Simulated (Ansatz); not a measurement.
Crystal: MoP.

```
Mo P
1.0
     3.22300    0.00000    0.00000
    -1.61150    2.79120    0.00000
     0.00000    0.00000    3.19100
Mo P
1 1
Direct
  0.00000 0.00000 0.00000
  0.33333 0.66667 0.50000
```

```yaml
Program: Ansatz 0.2.0
Task: single point
Functional: PBE
Potentials_or_basis: Ansatz PAW
Cutoff: "420 eV (not typed: the program's choice for these potentials)"
k_mesh: 10 × 10 × 8
Occupations: fermi-dirac, width 0.05 eV
Spin: no spin polarisation
```

On this cell: pressure 2.6 GPa; largest force under 0.003 eV/Å; band gap on the k mesh none (metal or under the smearing width).

The same run follows on a disturbed copy (atoms moved at random, drawn with an rms of 0.05 Å):

```
Mo P
1.0
     3.22300    0.00000    0.00000
    -1.61150    2.79120    0.00000
     0.00000    0.00000    3.19100
Mo P
1 1
Direct
  0.99571 0.00610 0.00142
  0.32258 0.67395 0.49012
```

Problem. What does the disturbed cell give?

Solution. The energy (extrapolated to zero smearing) moves by +6.4 meV/atom; pressure 2.8 GPa; largest force 0.598 eV/Å; band gap on the k mesh none (metal or under the smearing width).

Forces on the atoms (eV/Å):
```
Mo  -0.329  0.052 -0.497
P    0.329 -0.052  0.497
```

Stress tensor (GPa, compression positive):
```
 3.12 -0.94  0.22
-0.94  2.86 -0.04
 0.22 -0.04  2.37
```
